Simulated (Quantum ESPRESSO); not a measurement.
# TiC (Fm-3m) in Quantum ESPRESSO: single point with PBE

Aim: the single point of TiC with PBE.

Everything below comes from runs of Quantum ESPRESSO 7.5. Logs are shortened: lines on timing, memory, paths and dates and some standing lists are left out, and cuts for length are marked.

## 1. Starting point

It takes space group Fm-3m (No. 225, cubic). Conventional cell: a = 4.331 Å, b = 4.331 Å, c = 4.331 Å, α = 90.00°, β = 90.00°, γ = 90.00°. Around Ti (site symmetry m-3m) lie 6 C at 2.17 Å. C (site symmetry m-3m) has 6 Ti at 2.17 Å as nearest neighbours.

The cell is a database's computed one.

## 2. Single point, PBE

File run.py:

```python
import numpy as np
from ase.calculators.espresso import Espresso, EspressoProfile
from ase.io import read

atoms = read('TiC.xyz')

input_data = {
    'control': {'calculation': 'scf', 'prefix': 'pwscf', 'outdir': './tmp', 'tprnfor': True, 'tstress': True, 'disk_io': 'nowf'},
    'system': {'ecutwfc': 55.0, 'ecutrho': 440.0, 'nbnd': 14, 'occupations': 'smearing', 'smearing': 'fd', 'degauss': 0.00367493},
    'electrons': {'conv_thr': 4e-10, 'electron_maxstep': 120, 'mixing_beta': 0.5},
}
pseudopotentials = {'C': 'C.pbe-n-kjpaw_psl.1.0.0.UPF', 'Ti': 'ti_pbe_v1.4.uspp.F.UPF'}
profile = EspressoProfile(command='pw.x', pseudo_dir='pseudo')
atoms.calc = Espresso(profile=profile, input_data=input_data, pseudopotentials=pseudopotentials, kpts=(11, 11, 11), koffset=(0, 0, 0))

print(f'energy {atoms.get_potential_energy():.8f} eV')
print('forces (eV/A)')
print(np.round(atoms.get_forces(), 6))
print('stress (eV/A^3, Voigt)')
print(np.round(atoms.get_stress(), 8))
print(f'Fermi level {atoms.calc.get_fermi_level():.4f} eV')
```

File TiC.xyz:

```xyz
2
Lattice="0.0000000000 2.1657188437 2.1657188437 2.1657188437 0.0000000000 2.1657188437 2.1657188437 2.1657188437 0.0000000000" Properties=species:S:1:pos:R:3 pbc="T T T"
Ti     0.0000000000      0.0000000000      0.0000000000
C      2.1657188437      2.1657188437      2.1657188437
```

Potentials or basis: SSSP 1.3 efficiency PBE.

On the command line:

```sh
$ OMP_NUM_THREADS=1 python run.py
```

The log of the run:

```text
energy -1875.09144815 eV
forces (eV/A)
[[ 0. -0.  0.]
 [-0.  0. -0.]]
stress (eV/A^3, Voigt)
[-0.00139101 -0.00139101 -0.00139101  0.          0.          0.        ]
Fermi level 14.7825 eV
```

espresso.pwi:

```text
&CONTROL
   calculation      = 'scf'
   tstress          = .true.
   tprnfor          = .true.
   outdir           = './tmp'
   prefix           = 'pwscf'
   disk_io          = 'nowf'
   pseudo_dir       = 'pseudo'
/
&SYSTEM
   nbnd             = 14
   ecutwfc          = 55.0
   ecutrho          = 440.0
   occupations      = 'smearing'
   degauss          = 0.00367493
   smearing         = 'fd'
   ntyp             = 2
   nat              = 2
   ibrav            = 0
/
&ELECTRONS
   electron_maxstep = 120
   conv_thr         = 4e-10
   mixing_beta      = 0.5
/
&IONS
/
&CELL
/
&FCP
/
&RISM
/
ATOMIC_SPECIES
Ti 47.867 ti_pbe_v1.4.uspp.F.UPF
C 12.011 C.pbe-n-kjpaw_psl.1.0.0.UPF

K_POINTS automatic
11 11 11  0 0 0

CELL_PARAMETERS angstrom
0.00000000000000 2.16571884370000 2.16571884370000
2.16571884370000 0.00000000000000 2.16571884370000
2.16571884370000 2.16571884370000 0.00000000000000

ATOMIC_POSITIONS angstrom
Ti 0.0000000000 0.0000000000 0.0000000000  
C 2.1657188437 2.1657188437 2.1657188437
```

espresso.pwo:

```text
This program is part of the open-source Quantum ESPRESSO suite
     for quantum simulation of materials; please cite
         "P. Giannozzi et al., J. Phys.:Condens. Matter 21 395502 (2009);
         "P. Giannozzi et al., J. Phys.:Condens. Matter 29 465901 (2017);
         "P. Giannozzi et al., J. Chem. Phys. 152 154105 (2020);
     in publications or presentations arising from this work. More details at

Warning: card &CELL ignored
Warning: card &FCP ignored
Warning: card &RISM ignored

     file C.pbe-n-kjpaw_psl.1.0.0.UPF: wavefunction(s)  2S 2P renormalized
     Message from routine setup:
     using ibrav=0 with symmetry is DISCOURAGED, use correct ibrav instead

     G-vector sticks info
     --------------------
     sticks:   dense  smooth     PW     G-vecs:    dense   smooth      PW
     Sum        1027     511    163                21331     7631    1411

     Using Slab Decomposition

     bravais-lattice index     =            0
     lattice parameter (alat)  =       5.7878  a.u.
     unit-cell volume          =     137.0985 (a.u.)^3
     number of atoms/cell      =            2
     number of atomic types    =            2
     number of electrons       =        16.00
     number of Kohn-Sham states=           14
     kinetic-energy cutoff     =      55.0000  Ry
     charge density cutoff     =     440.0000  Ry
     scf convergence threshold =      4.0E-10
     mixing beta               =       0.5000
     number of iterations used =            8  plain     mixing
     Exchange-correlation= SLA  PW   PBX  PBC
                           (   1   4   3   4   0   0   0)

     celldm(1)=   5.787832  celldm(2)=   0.000000  celldm(3)=   0.000000
     celldm(4)=   0.000000  celldm(5)=   0.000000  celldm(6)=   0.000000

     crystal axes: (cart. coord. in units of alat)
               a(1) = (   0.000000   0.707107   0.707107 )
               a(2) = (   0.707107   0.000000   0.707107 )
               a(3) = (   0.707107   0.707107   0.000000 )

     reciprocal axes: (cart. coord. in units 2 pi/alat)
               b(1) = ( -0.707107  0.707107  0.707107 )
               b(2) = (  0.707107 -0.707107  0.707107 )
               b(3) = (  0.707107  0.707107 -0.707107 )

     PseudoPot. # 1 for Ti read from file:
     ti_pbe_v1.4.uspp.F.UPF
     Pseudo is Ultrasoft + core correction, Zval = 12.0
     Generated by new atomic code, or converted to UPF format
     Using radial grid of  851 points,  6 beta functions with:
                l(1) =   0
                l(2) =   0
                l(3) =   1
                l(4) =   1
                l(5) =   2
                l(6) =   2
     Q(r) pseudized with  6 coefficients,  rinner =    1.000   1.000   1.000
                                                       1.000   1.000

     PseudoPot. # 2 for C  read from file:
     C.pbe-n-kjpaw_psl.1.0.0.UPF
     Pseudo is Projector augmented-wave + core cor, Zval =  4.0
     Generated using "atomic" code by A. Dal Corso  v.5.1
     Shape of augmentation charge: PSQ
     Using radial grid of 1073 points,  4 beta functions with:
                l(1) =   0
                l(2) =   0
                l(3) =   1
                l(4) =   1
     Q(r) pseudized with 0 coefficients

     atomic species   valence    mass     pseudopotential
     Ti               12.00    47.86700     Ti( 1.00)
     C                 4.00    12.01100     C ( 1.00)

     48 Sym. Ops., with inversion, found

   Cartesian axes

     site n.     atom                  positions (alat units)
         1        Ti     tau(   1) = (   0.0000000   0.0000000   0.0000000  )
         2        C      tau(   2) = (   0.7071068   0.7071068   0.7071068  )

     number of k points=    56  Fermi-Dirac smearing, width (Ry)=  0.0037
                       cart. coord. in units 2pi/alat
        k(    1) = (   0.0000000   0.0000000   0.0000000), wk =   0.0015026
        k(    2) = (   0.0642824   0.0642824  -0.0642824), wk =   0.0120210
        k(    3) = (   0.1285649   0.1285649  -0.1285649), wk =   0.0120210
        k(    4) = (   0.1928473   0.1928473  -0.1928473), wk =   0.0120210
        k(    5) = (   0.2571297   0.2571297  -0.2571297), wk =   0.0120210
        k(    6) = (   0.3214122   0.3214122  -0.3214122), wk =   0.0120210
[... 48 lines left out ...]
        k(   55) = (  -0.0642824  -0.4499770   0.7071068), wk =   0.0360631
        k(   56) = (   0.0000000  -0.3856946   0.6428243), wk =   0.0360631

     Dense  grid:    21331 G-vectors     FFT dimensions: (  40,  40,  40)

     Smooth grid:     7631 G-vectors     FFT dimensions: (  27,  27,  27)

     Check: negative core charge=   -0.000005

     Initial potential from superposition of free atoms

     starting charge      14.9999, renormalised to      16.0000

     negative rho (up, down):  1.219E-03 0.000E+00
     Starting wfcs are   14 randomized atomic wfcs

     Self-consistent Calculation

     iteration #  1     ecut=    55.00 Ry     beta= 0.50
     Davidson diagonalization with overlap
     ethr =  1.00E-02,  avg # of iterations =  3.7

     negative rho (up, down):  2.132E-03 0.000E+00
[... 103 lines left out ...]
     iteration # 13     ecut=    55.00 Ry     beta= 0.50
     Davidson diagonalization with overlap
     ethr =  6.00E-12,  avg # of iterations =  1.0

     negative rho (up, down):  5.551E-04 0.000E+00

     End of self-consistent calculation

          k = 0.0000 0.0000 0.0000 (   941 PWs)   bands (ev):

   -41.8434 -17.8757 -17.8757 -17.8757   2.3168  15.4168  15.4168  15.4168
    16.3930  16.3930  16.3930  16.4456  16.4456  25.2034

          k = 0.0643 0.0643-0.0643 (   938 PWs)   bands (ev):
[... 106 lines left out ...]
   -41.7775 -18.2297 -18.0221 -17.9136   4.7833  10.4949  12.1883  12.2376
    16.7403  17.6908  18.4978  19.8569  22.6452  25.7823

          k = 0.0000-0.2571 0.2571 (   937 PWs)   bands (ev):

   -41.7948 -18.1485 -17.9831 -17.8955   4.0407  11.4726  12.5546  12.7859
    16.2718  17.3821  18.2930  19.0924  21.9843  26.4964

          k = 0.3857 0.0000-0.0000 (   950 PWs)   bands (ev):
[... 46 lines left out ...]
   -41.7488 -18.2233 -18.1682 -17.9952   5.1949  11.0347  11.3963  12.8456
    16.3954  17.7962  18.5921  20.1950  20.4866  27.3124

          k = 0.6428-0.0000 0.0000 (   950 PWs)   bands (ev):

   -41.7480 -18.3041 -18.0410 -18.0410   4.5963  11.2072  13.1414  14.6441
    14.6441  17.4206  18.2956  18.2956  20.6424  26.5489

          k =-0.0000-0.6428 0.6428 (   958 PWs)   bands (ev):

   -41.7460 -18.3014 -18.0623 -18.0382   4.6851  11.2939  12.7315  14.2635
    14.9617  18.0058  18.1953  18.2955  20.5051  26.7717

          k = 0.2571 0.1286 0.0000 (   940 PWs)   bands (ev):

   -41.8095 -18.0654 -17.9408 -17.9015   3.4379  12.1281  13.5390  13.5787
    15.5895  16.8755  18.0566  18.5596  20.7433  26.7850

          k = 0.3214 0.1928-0.0643 (   943 PWs)   bands (ev):
[... 36 lines left out ...]
   -41.7625 -18.2535 -18.0780 -17.9515   5.2393  10.1877  11.8657  12.2404
    16.9662  17.7944  18.5944  19.9674  22.1646  26.2609

          k = 0.0000-0.2571 0.3857 (   940 PWs)   bands (ev):

   -41.7756 -18.2128 -18.0384 -17.9289   4.7244  10.6117  12.2987  12.4055
    16.4538  17.8166  18.6267  19.3702  22.3016  26.6940

          k = 0.5143 0.1286 0.0000 (   946 PWs)   bands (ev):

   -41.7615 -18.2444 -18.0354 -18.0061   4.6530  10.7994  12.7514  13.5578
    15.3349  17.7865  18.5553  18.7806  21.2350  27.7500

          k =-0.1286-0.5143 0.6428 (   946 PWs)   bands (ev):
[... 6 lines left out ...]
   -41.7494 -18.2354 -18.1415 -18.0056   5.2162  10.9064  11.5563  12.6348
    16.6565  17.7836  18.4819  20.2658  20.4280  27.4424

          k = 0.0000-0.3857 0.5143 (   942 PWs)   bands (ev):

   -41.7531 -18.2158 -18.1592 -17.9803   5.3431  10.4926  11.5943  12.3472
    17.3562  17.3871  18.6450  19.8699  21.4080  27.0451

          k =-0.0643-0.5785 0.7071 (   958 PWs)   bands (ev):
[... 21 lines left out ...]
   -41.7473 -18.2367 -18.1192 -18.0418   5.0909  11.2295  11.9162  12.4344
    16.6937  17.9787  18.3070  19.3604  20.4385  28.6039

          k = 0.0000-0.3857 0.6428 (   943 PWs)   bands (ev):

   -41.7468 -18.1935 -18.1716 -18.0383   5.2111  11.3670  11.5108  12.2396
    17.2317  17.6479  18.3319  19.9480  20.0693  28.3175

     the Fermi energy is    14.7825 ev

!    total energy              =    -137.81669153 Ry
     estimated scf accuracy    <          1.9E-10 Ry
     smearing contrib. (-TS)   =      -0.00017314 Ry
     internal energy E=F+TS    =    -137.81651839 Ry

     The total energy is F=E-TS. E is the sum of the following terms:
     one-electron contribution =     -29.38733619 Ry
     hartree contribution      =      22.84790580 Ry
     xc contribution           =     -22.69954403 Ry
     ewald contribution        =    -102.40301018 Ry
     one-center paw contrib.   =      -6.17453380 Ry

     convergence has been achieved in  13 iterations

     negative rho (up, down):  5.551E-04 0.000E+00

     Forces acting on atoms (cartesian axes, Ry/au):

     atom    1 type  1   force =     0.00000000   -0.00000000    0.00000000
     atom    2 type  2   force =    -0.00000000    0.00000000   -0.00000000

     Total force =     0.000000     Total SCF correction =     0.000000

     Computing stress (Cartesian axis) and pressure

     negative rho (up, down):  5.551E-04 0.000E+00
          total   stress  (Ry/bohr**3)                   (kbar)     P=        2.23
   0.00001515  -0.00000000  -0.00000000            2.23       -0.00       -0.00
  -0.00000000   0.00001515  -0.00000000           -0.00        2.23       -0.00
  -0.00000000  -0.00000000   0.00001515           -0.00       -0.00        2.23

=------------------------------------------------------------------------------=
   JOB DONE.
=------------------------------------------------------------------------------=
```

Run time: 16 s. Hardware: 1 thread of Arm Neoverse V2, shared host; peak memory 0.12 GiB.

What came out:

| Property | Result |
| --- | --- |
| Free energy | -1875.0916 eV |
| Pressure | 0.2 GPa |
| Band gap on the k mesh | none (metal or under the smearing width) |

## 3. The reference run

An earlier run on the cell as given: functional PBE; potentials or basis SSSP 1.3 efficiency PBE; cutoff 748 eV; density cutoff 5987 eV; k mesh 11 × 11 × 11; occupations fermi-dirac, width 0.05 eV; no spin polarisation.

* Pressure: 0.2 GPa
* Band gap on the k mesh: none (metal or under the smearing width)
